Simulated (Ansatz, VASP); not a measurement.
One calculation of Ga, two programs

```xyz
2
Lattice="0.0000 2.8763 2.8763 2.8763 0.0000 2.8763 2.8763 2.8763 0.0000" Properties=species:S:1:pos:R:3 pbc="T T T"
Ga    0.7191    0.7191    0.7191
Ga    5.0335    5.0335    5.0335
```

Alike in both runs: task single point; functional LDA; k mesh 11 × 11 × 11; occupations fermi-dirac, width 0.1 eV; no spin polarisation.

```csv
,VASP,Ansatz
version,VASP 6.6.1,Ansatz 0.2.0
potentials or method,"VASP PAW LDA potentials, release 64 (Ga_d)","plane waves (420 eV) with PAW, scalar-relativistic"
plane-wave cutoff (eV),520,420
valence electrons in the cell,26,26
```

|  | VASP | Ansatz | Ansatz less VASP |
| --- | --- | --- | --- |
| pressure (GPa) | -1.6 | -1.7 | -0.15 |

Ansatz warned: «pseudo_functional_mismatch».
